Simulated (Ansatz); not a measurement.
**Ga: one crystal by all-electron and frozen-core methods**

Does the method matter for Ga? The same cell, functional and mesh are run with all-electron LAPW, frozen-core PAW and all-electron PAW on datasets made for the crystal.

Method: DFT PBE, scalar-relativistic, in Ansatz 0.2.0.

### 1 The structure to begin with

Symmetry: C2/c, No. 15, monoclinic system. Conventional cell: a = 2.766 Å, b = 8.053 Å, c = 3.332 Å, α = 90.00°, β = 92.02°, γ = 90.00°. Ga (site symmetry 2) is surrounded by 8 Ga at 2.69 to 2.92 Å.

As a file:

```xyz
2
Lattice="1.3830 -4.0265 0.0000 1.3830 4.0265 0.0000 -0.1174 0.0000 3.3299" Properties=species:S:1:pos:R:3 pbc="T T T"
Ga    1.3536   -2.9716    0.8325
Ga    1.2949    2.9716    2.4974
```

The cell is a measured one (Crystallography Open Database entry 9011089); the temperature and pressure of the measurement aren't taken into account, and nothing was relaxed.

Atoms are numbered in the order of the input: Ga1, Ga2.

### 2 All-electron LAPW

input.yaml reads:

```yaml
crystal:
  lattice:
    - [1.383, -4.0265, 0.0]
    - [1.383, 4.0265, 0.0]
    - [-0.11745, 0.0, 3.32993]
  atoms:
    - { symbol: Ga, position: [0.869, 0.131, 0.25] }
    - { symbol: Ga, position: [0.131, 0.869, 0.75] }
kpoints:
  mp_grid: { grid: [14, 14, 11] }
  band_path:
    path:
      - [0.0, 0.0, 0.0]
      - [-0.5, 0.5, 0.0]
      - [-0.5, 0.5, 0.5]
      - [0.0, 0.0, 0.5]
      - [0.0, 0.0, 0.0]
      - [-0.5, 0.0, 0.5]
      - [0.0, 0.0, 0.0]
      - [-0.5, 0.0, 0.0]
    npoints: 8
scf:
  occupations: { method: fermi_dirac, width: 0.05 }
hamiltonian:
  xc: pbe
  pseudopotentials: { kind: all_electron, lapw: { basis_error: 0.0005 } }
output:
  forces: true
  stress: true
  eigenvalues: true
  populations: true
  dos: { projected: true, de: 0.2, e_range: [-14, 8] }
```

Output:

```text
Ga: projections on atomic orbitals take those of the free atom 1s2 2s2 2p6 3s2 3p6 3d10 4s2 4p1, of charge +0.00 (hamiltonian.pseudopotentials.projection_atoms)
LAPW: plane waves up to 8.520 Å⁻¹, error target 5.0e-4 eV per atom; small_component_spin mean_spin; Ga in spheres of 1.344 Å, 21 of its electrons in bands, Dirac shells []
Engine: ansatz 0.2.0
Pseudopotentials: kind: all_electron
Pseudopotential: Ga, LAPW, valence charge 21, Koelling and Harmon's equation, gaussian nucleus
Functional definition: PBE
  parameter kappa = 0.804
  parameter beta = 0.06672455060314922
  exchange = pbe_x(kappa = kappa, mu = beta*pi^2/3)
  correlation = pbe_c(beta = beta)
Crystal: 2 atoms, lattice volume = 37.086 Å³
Basis set: ecut = 276.53801890964445 eV, 381 PW (Γ), FFT grids on a1+a2, a2, a3, exchange–correlation at level 2
Bands: 26, of which v1, the nominal top of the filled ones, is band 21 counted from 1 (20 counted from 0)
Symmetry: 4 space group operations
Space group: C2/c (ITA 15), of the structure as read, at distance tolerance 3.3e-5 Å
k-points: 582 of 2156
Non-local potential: Ga, projectors of the file, none
Initial density: superposition of atomic densities (chi_scale 0.1, normalization cell)
Initial wavefunctions: plane waves of lowest kinetic energy (no species holds an atomic orbital)
Functional: x = pbe(κ = 0.804, μ = 0.2195149727645171), c = pbe(β = 0.06672455060314922)
iter 1 solved again at ethr=8.27e-5 eV; its pass at ethr=1.00e-1 eV (dr2=3.47e-2 eV) is discarded
SCF iter   1: F=—  HF=-105799.716498 eV  |F-HF|=—  |Δ(HF+E_count)|=         —  Δρ=1.24e-2  dr2=3.48e-2  ethr=8.27e-5  ⟨swp⟩=3.0  Hψ=102058  notcnv=0
preconditioner: auto → Kerker (q_TF=auto, 2.785 Å⁻¹)  [metal: Δε(μ)=0.012 eV  Ē_g=17.649 eV  σ=0.050 eV  W_gap=0.06  n_scr=12 (ndim 8)  ℏωp=31.1 eV  f_vac=0.000  D(μ)=0.62/eV (n_scr^D=2)]
SCF iter   2: F=—  HF=-105799.661412 eV  |F-HF|=—  |Δ(HF+E_count)|=   5.51e-2  Δρ=7.39e-3  dr2=1.44e-2  ethr=8.27e-5  ⟨swp⟩=2.0  Hψ=45399  notcnv=0
SCF iter   3: F=—  HF=-105799.651404 eV  |F-HF|=—  |Δ(HF+E_count)|=   1.00e-2  Δρ=5.50e-3  dr2=8.28e-3  ethr=3.42e-5  ⟨swp⟩=2.0  Hψ=42594  notcnv=0
SCF iter   4: F=—  HF=-105799.650931 eV  |F-HF|=—  |Δ(HF+E_count)|=   4.73e-4  Δρ=3.06e-3  dr2=2.76e-3  ethr=1.97e-5  ⟨swp⟩=2.0  Hψ=42595  notcnv=0
iter 5 solved again at ethr=3.85e-7 eV; its pass at ethr=6.58e-6 eV (dr2=1.62e-4 eV) is discarded
SCF iter   5: F=—  HF=-105799.651223 eV  |F-HF|=—  |Δ(HF+E_count)|=   2.92e-4  Δρ=6.92e-4  dr2=1.62e-4  ethr=3.85e-7  ⟨swp⟩=2.0  Hψ=73551  notcnv=0
SCF iter   6: F=—  HF=-105799.651241 eV  |F-HF|=—  |Δ(HF+E_count)|=   1.85e-5  Δρ=8.98e-5  dr2=3.56e-6  ethr=3.85e-7  ⟨swp⟩=2.0  Hψ=42595  notcnv=0
SCF iter   7: F=—  HF=-105799.651242 eV  |F-HF|=—  |Δ(HF+E_count)|=   6.40e-7  Δρ=2.08e-5  dr2=2.96e-7  ethr=8.47e-9  ⟨swp⟩=2.5  Hψ=43015  notcnv=0
SCF iter   8: F=-105799.651242 eV  HF=-105799.651242 eV  |F-HF|=3.42e-9  |Δ(HF+E_count)|=   4.55e-8  Δρ=7.53e-6  dr2=2.70e-8  ethr=7.04e-10  ⟨swp⟩=3.0  Hψ=44087  notcnv=0
SCF 1 converged in 8 iterations: F = -105799.651242 eV  dr2 = 2.70e-8
NSCF: frozen V_eff on 57 k-points
SCF converged after 8 iterations
Free energy (F): -105799.651242 eV
Harris-Foulkes:  -105799.651242 eV  (|F-HF|=3.42e-9)
Internal energy: -105799.646094 eV  (E = F + TS)
E sigma→0 (E₀):  -105799.648668 eV
Entropy (-TS):   -0.005148 eV (-2.574 meV/atom)
Fermi energy:    11.998223 eV
--- Per-component energies (eV) ---
  E_band       = -1530.605476
  E_kinetic    = 107881.198669
  E_xc         = -4119.006896
  E_electrostatic = -209561.837868  (all electrons and nuclei)
  E_smearing   = -0.005148  (= −TS)
  E_closure    = 0.000000  (closes the sum)
  E_atoms      = -105793.889118  (free atoms, spherical and without spin; not in F)
  Σ components = -105799.651242   (vs F -105799.651242, Δ=0.00e0)
  Basis errors (estimates in eV, not in F): energy 1.6e-4 per atom: plane waves 1.5e-4 (7.9e-5 summed), levels above the bands 7.0e-62, relativity 6.7e-9, radial functions 1.6e-5, core shells 1.3e-10; eigenvalues (radial functions only) 3.3e-7; not estimated: angular momenta, meshes, grids; target (lapw.basis_error) 5.0e-4; muffin-tin radii Ga 1.344 Å
--- Forces (eV/Å), atoms counted from 1 ---
  atom   1  Ga     0.00000000     0.18726760     0.00000000
  atom   2  Ga     0.00000000    -0.18726760     0.00000000
  max |Σ_I F_I| component: 0.00e0 eV/Å
--- Stress (GPa, compression-positive) ---
        1.803002       0.000000      -0.023326
        0.000000       1.963964       0.000000
       -0.023326       0.000000       1.534224
  P = ⅓ Tr σ = 1.7671 GPa (17.671 kbar)
--- Band table (eV; the first three rows and the last of 582) ---
  k-point 0: bands = ["-131.7900", "-131.7892", "-82.5349", "-82.5303", "-82.5149", "-82.5141", "-82.5136", "-82.5074", "-3.1461", "-3.1367", "-3.1008", "-3.0778", "-2.8022", "-2.8019", "-2.7736", "-2.7695", "-2.7559", "-2.6191", "0.7611", "9.8968", "10.3677", "13.6209", "17.4162", "21.6821", "22.1843", "22.4067"]
  k-point 1: bands = ["-131.7900", "-131.7892", "-82.5349", "-82.5305", "-82.5147", "-82.5141", "-82.5136", "-82.5075", "-3.1532", "-3.1223", "-3.1005", "-3.0646", "-2.8212", "-2.8198", "-2.7589", "-2.7549", "-2.7534", "-2.6326", "0.8747", "10.0301", "10.1914", "12.8560", "18.6576", "21.2766", "21.4653", "21.7910"]
  k-point 2: bands = ["-131.7900", "-131.7893", "-82.5347", "-82.5308", "-82.5142", "-82.5140", "-82.5136", "-82.5080", "-3.1607", "-3.1007", "-3.0881", "-3.0326", "-2.8487", "-2.8463", "-2.7668", "-2.7317", "-2.7306", "-2.6693", "1.2164", "9.3218", "10.4264", "12.2070", "19.5286", "19.6007", "21.0877", "22.0653"]
  k-point 581: bands = ["-131.7896", "-131.7896", "-82.5335", "-82.5334", "-82.5139", "-82.5137", "-82.5108", "-82.5104", "-3.1101", "-3.0860", "-3.0188", "-3.0126", "-2.8249", "-2.8191", "-2.7922", "-2.7872", "-2.7763", "-2.7591", "5.6355", "5.9625", "7.6739", "8.0014", "22.3081", "23.3708", "23.7167", "23.7831"]
--- Löwdin populations: 2 sites ---
  site symbol       q [e]
     0     Ga     30.9867
     1     Ga     30.9867
  spilling = 0.000428 (of n_electrons = 62.000000)
```

Wall time 2.9 min (1 thread, shared host).

Read from it: pressure 1.77 GPa; no gap; largest force 0.187 eV/Å.

Levels at the path's labelled points, in eV from the Fermi level:

```
point  band 18  band 19  band 20  band 21  band 22  band 23  band 24
    Γ   -14.62   -11.24    -2.10    -1.63     1.62     5.42     9.68
    Y   -14.68    -9.11    -8.61     3.99     4.57     5.81     6.03
    M   -14.77    -6.01    -6.01    -4.40    -4.40    10.84    10.84
    A   -14.69    -7.79    -7.79     1.69     1.69     2.44     2.44
    Γ   -14.62   -11.24    -2.10    -1.63     1.62     5.42     9.68
   L2   -14.64    -2.88    -2.86    -1.65    -1.51     1.74     2.29
    Γ   -14.62   -11.24    -2.10    -1.63     1.62     5.42     9.68
   V2   -14.64    -6.06    -5.03    -1.35     0.00     5.77     6.58
```

States per cell in windows of 1 eV (zero at the Fermi level; grid of 0.20 eV, so sharp peaks spill over the borders):

```csv
from,to,total,Ga 4p,Ga 4s
-10,-9,0.31,0.16,0.15
-9,-8,0.40,0.21,0.18
-8,-7,0.46,0.24,0.21
-7,-6,0.57,0.28,0.29
-6,-5,0.62,0.27,0.34
-5,-4,0.56,0.28,0.28
-4,-3,0.60,0.35,0.24
-3,-2,0.66,0.46,0.20
-2,-1,0.82,0.64,0.17
-1,0,0.73,0.56,0.16
0,1,0.76,0.53,0.21
1,2,0.87,0.63,0.21
2,3,1.00,0.75,0.20
3,4,0.89,0.67,0.17
4,5,0.87,0.65,0.15
```

### 3 Frozen-core PAW

Changes to input.yaml since step 2:

```diff
@@ -25,3 +25,3 @@
   xc: pbe
-  pseudopotentials: { kind: all_electron, lapw: { basis_error: 0.0005 } }
+  pseudopotentials: { kind: paw }
 output:
@@ -30,3 +30,5 @@
   eigenvalues: true
+  efg: { contact_densities: true }
   populations: true
+  bader: true
   dos: { projected: true, de: 0.2, e_range: [-14, 8] }
```

Output:

```text
[... 1 set-up line as earlier in the session ...]
Pseudopotentials: kind: paw
Pseudopotential: Ga, paw, valence charge 13, recommended cutoff 420 eV (normal)
[... 5 set-up lines as earlier in the session ...]
Crystal: 2 atoms, lattice volume = 37.086 Å³
Basis set: ecut = 420 eV, 721 PW (Γ), exchange–correlation on 60×60×48 points (8 copies of the dense FFT grid, shifted against one another)
Bands: 17, of which v1, the nominal top of the filled ones, is band 13 counted from 1 (12 counted from 0)
[... 2 set-up lines as earlier in the session ...]
k-points: 582 of 2156
Non-local potential: Ga, projectors of the file, l = 0: 2, l = 1: 2, l = 2: 3, l = 3: 1
PAW form: soft (Blöchl's): semilocal exchange-correlation on the pseudo side does not see the compensation charge
PAW one-centre angular grid: Ga, 590 points (default); XC on 64 Gauss nodes
Initial density: superposition of atomic densities (neutral atoms: chi_scale 0, normalization atom), corrected by the library's trained network
Initial wavefunctions: pseudopotential atomic-orbital guess
[... 1 set-up line as earlier in the session ...]
SCF iter   1: F=—  HF=-7565.998470 eV  |F-HF|=—  |Δ(HF+E_count)|=         —  Δρ=1.16e-3  dr2=6.59e-4  ethr=1.77e-3  ⟨swp⟩=5.5  Hψ=46865  notcnv=0
preconditioner: auto → Kerker (q_TF=auto, 2.571 Å⁻¹)  [metal: Δε(μ)=0.003 eV  Ē_g=17.225 eV  σ=0.050 eV  W_gap=0.02  n_scr=12 (ndim 8)  ℏωp=31.1 eV  f_vac=0.000  D(μ)=0.61/eV (n_scr^D=2)]
SCF iter   2: F=—  HF=-7565.997948 eV  |F-HF|=—  |Δ(HF+E_count)|=   5.22e-4  Δρ=8.13e-4  dr2=3.34e-4  ethr=2.53e-6  ⟨swp⟩=2.0  Hψ=20761  notcnv=0
SCF iter   3: F=—  HF=-7565.997921 eV  |F-HF|=—  |Δ(HF+E_count)|=   2.71e-5  Δρ=4.52e-4  dr2=1.41e-4  ethr=1.29e-6  ⟨swp⟩=2.0  Hψ=15666  notcnv=0
SCF iter   4: F=—  HF=-7565.997926 eV  |F-HF|=—  |Δ(HF+E_count)|=   5.51e-6  Δρ=2.38e-4  dr2=1.07e-5  ethr=5.41e-7  ⟨swp⟩=3.0  Hψ=17577  notcnv=0
SCF iter   5: F=—  HF=-7565.997907 eV  |F-HF|=—  |Δ(HF+E_count)|=   1.91e-5  Δρ=6.03e-5  dr2=7.92e-7  ethr=4.10e-8  ⟨swp⟩=2.0  Hψ=17245  notcnv=0
SCF iter   6: F=—  HF=-7565.997907 eV  |F-HF|=—  |Δ(HF+E_count)|=   3.47e-7  Δρ=2.32e-5  dr2=1.04e-7  ethr=3.05e-9  ⟨swp⟩=2.2  Hψ=12728  notcnv=0
SCF iter   7: F=-7565.997907 eV  HF=-7565.997907 eV  |F-HF|=8.58e-10  |Δ(HF+E_count)|=   8.39e-8  Δρ=2.53e-6  dr2=2.19e-9  ethr=3.85e-10  ⟨swp⟩=4.5  Hψ=37012  notcnv=0
SCF 1 converged in 7 iterations: F = -7565.997907 eV  dr2 = 2.19e-9
NSCF: frozen V_eff on 57 k-points
SCF converged after 7 iterations
Free energy (F): -7565.997907 eV
Harris-Foulkes:  -7565.997907 eV  (|F-HF|=8.58e-10)
Internal energy: -7565.992756 eV  (E = F + TS)
E sigma→0 (E₀):  -7565.995332 eV
Entropy (-TS):   -0.005151 eV (-2.576 meV/atom)
Fermi energy:    9.906654 eV
--- Per-component energies (eV) ---
  E_band       = -67.625175
  E_kinetic    = 230.156913
  E_local      = -3586.547850  (includes V_loc(G=0)·N_el)
  E_nonlocal   = 844.776035
  E_hartree    = 1686.540592
  E_xc         = -138.987103
  E_vxc        = -116.675987  (∫ρ·V_xc dr)
  E_paw        = -3971.733771  (= ΣΔE_a)
  E_vpaw       = -812.414246  (= ΣTr[D̂ρ^β])
  E_aug_tail   = -0.000228  (compensation charges beyond the density's cutoff)
  E_ewald      = -2630.197344
  E_smearing   = -0.005151  (= −TS)
  E_closure    = -0.000000  (closes the sum)
  Σ components = -7565.997907   (vs F -7565.997907, Δ=0.00e0)
--- Forces (eV/Å), atoms counted from 1 ---
  atom   1  Ga     0.00000000     0.18748400     0.00000000
  atom   2  Ga     0.00000000    -0.18748400     0.00000000
  max |Σ_I F_I| component: 0.00e0 eV/Å
--- Stress (GPa, compression-positive) ---
        1.778976       0.000000      -0.023535
        0.000000       1.942161       0.000000
       -0.023535       0.000000       1.509497
  P = ⅓ Tr σ = 1.7435 GPa (17.435 kbar)
--- PAW observables at the nuclei: V_zz in 10²¹ V/m², potentials from the cell's mean, atoms counted from 1 ---
  atom   1  Ga V_zz =    +2.657058   η = 0.4569   by run symmetry: allowed
            electrostatic potential = -4133.235718 V   contact ρ = 187439.365855 e/Å³
  atom   2  Ga V_zz =    +2.657058   η = 0.4569   by run symmetry: allowed
            electrostatic potential = -4133.235718 V   contact ρ = 187439.365855 e/Å³
--- Band table (eV; the first three rows and the last of 582) ---
  k-point 0: bands = ["-5.2396", "-5.2304", "-5.1941", "-5.1706", "-4.8956", "-4.8950", "-4.8663", "-4.8631", "-4.8493", "-4.7128", "-1.3301", "7.8056", "8.2747", "11.5288", "15.3252", "19.5852", "20.0866"]
  k-point 1: bands = ["-5.2467", "-5.2160", "-5.1938", "-5.1575", "-4.9146", "-4.9127", "-4.8522", "-4.8479", "-4.8468", "-4.7262", "-1.2166", "7.9389", "8.0983", "10.7645", "16.5657", "19.1804", "19.3701"]
  k-point 2: bands = ["-5.2541", "-5.1940", "-5.1819", "-5.1255", "-4.9420", "-4.9394", "-4.8603", "-4.8248", "-4.8239", "-4.7629", "-0.8751", "7.2289", "8.3354", "10.1155", "17.4353", "17.5059", "18.9947"]
  k-point 581: bands = ["-5.2033", "-5.1791", "-5.1124", "-5.1062", "-4.9184", "-4.9124", "-4.8856", "-4.8806", "-4.8694", "-4.8520", "3.5433", "3.8705", "5.5821", "5.9098", "20.2109", "21.2728", "21.6175"]
--- Löwdin populations: 2 sites ---
  site symbol       q [e]
     0     Ga     12.9823
     1     Ga     12.9823
  spilling = 0.001361 (of n_electrons = 26.000000)
--- Bader charges: 2 sites ---
  site symbol  charge [e]  shift [e]
     0     Ga      0.0000     0.0000
     1     Ga      0.0000     0.0000
  estimated error of the sums over rays = 1.4e-4 e
```

Wall time 57 s (1 thread, shared host).

This run gives: pressure 1.74 GPa; no gap; largest force 0.187 eV/Å; Vzz Ga1 2.66 (η = 0.46) (10²¹ V/m²).

| atom | Bader charge (e) | basin volume (Å³) |
| --- | --- | --- |
| Ga1 | -0.00 | 18.54 |

### 4 All-electron PAW on datasets made for the crystal

Changes to input.yaml since step 3:

```diff
@@ -25,3 +25,3 @@
   xc: pbe
-  pseudopotentials: { kind: paw }
+  pseudopotentials: { kind: all_electron, datasets: crystal }
 output:
@@ -31,4 +31 @@
   efg: { contact_densities: true }
-  populations: true
-  bader: true
-  dos: { projected: true, de: 0.2, e_range: [-14, 8] }
```

Output, shortened:

```text
[...]
[... 1 set-up line as earlier in the session ...]
Pseudopotential: Ga, paw, valence charge 13, recommended cutoff 240 eV (normal), Koelling and Harmon's equation, gaussian nucleus
[... 1 set-up line as earlier in the session ...]
[...]
Crystal: 2 atoms, lattice volume = 37.086 Å³
Basis set: ecut = 240 eV, 313 PW (Γ), exchange–correlation on 48×48×36 points (8 copies of the dense FFT grid, shifted against one another)
Bands: 17, of which v1, the nominal top of the filled ones, is band 13 counted from 1 (12 counted from 0)
[... 2 set-up lines as earlier in the session ...]
k-points: 582 of 2156
[...]
SCF iter   1: F=—  HF=-105799.643301 eV  |F-HF|=—  |Δ(HF+E_count)|=         —  Δρ=2.00e-2  dr2=1.46e-1  ethr=5.83e-4  ⟨swp⟩=3.6  Hψ=51030  notcnv=0
[...]
--- Forces (eV/Å), atoms counted from 1 ---
  atom   1  Ga     0.00000000     0.18725615     0.00000000
  atom   2  Ga     0.00000000    -0.18725615     0.00000000
[...]
--- Stress (GPa, compression-positive) ---
        1.802582       0.000000      -0.023217
        0.000000       1.964318       0.000000
       -0.023217       0.000000       1.534105
  P = ⅓ Tr σ = 1.7670 GPa (17.670 kbar)
--- PAW observables at the nuclei: V_zz in 10²¹ V/m², potentials from the cell's mean, atoms counted from 1 ---
  atom   1  Ga V_zz =    +2.681680   η = 0.4530   by run symmetry: allowed
            electrostatic potential = -4133.218184 V   contact ρ = 187509.079252 e/Å³
  atom   2  Ga V_zz =    +2.681680   η = 0.4530   by run symmetry: allowed
            electrostatic potential = -4133.218184 V   contact ρ = 187509.079252 e/Å³
--- Band table (eV; the first three rows and the last of 582) ---
  k-point 0: bands = ["-3.1459", "-3.1362", "-3.1008", "-3.0781", "-2.8025", "-2.8015", "-2.7739", "-2.7692", "-2.7557", "-2.6189", "0.7612", "9.8968", "10.3678", "13.6211", "17.4163", "21.6823"]
[...]
```

Wall time 81 s (1 thread, shared host).

Result: pressure 1.77 GPa; no gap; largest force 0.187 eV/Å; Vzz Ga1 2.68 (η = 0.45) (10²¹ V/m²).

```csv
atom,contact density (e/Å³)
Ga1,187509.1
```

### 5 Side by side

```
          method  pressure (GPa)  largest force (eV/Å)  Vzz Ga1 (10²¹ V/m²)  SCF cycles, all passes
            LAPW            1.77                 0.187                    –                       8
             PAW            1.74                 0.187                 2.66                       7
crystal datasets            1.77                 0.187                 2.68                       8
```

### 6 Summary of results

```
           quantity                                               value
           pressure      LAPW 1.77, PAW 1.74, crystal datasets 1.77 GPa
         gap (LAPW)                                                none
      largest force  LAPW 0.187, PAW 0.187, crystal datasets 0.187 eV/Å
Bader charges (PAW)                                         Ga1 -0.00 e
```

**Reading.** The pressure of 1.8 GPa pushes the cell to expand, with the atoms held in place. There is no gap at this level; the crystal is a metal here. Ga 4p carries the largest share, 75 %, of the projected states within 0.3 eV of the Fermi level. The projection holds only the free atom's occupied shells (Ga 4s, Ga 4p in this range). The field gradient at Ga1, the largest by crystal datasets, is 2.66 by PAW and 2.68 by crystal datasets (10²¹ V/m²), within 5 %. PAW lies -0.02 GPa from LAPW in pressure. The forces differ by at most 1 meV/Å in a component, on a largest force of 0.187 eV/Å. The price, with the outputs that each input asks for: 2.9 min for LAPW against 57 s for PAW, about 3 to one.
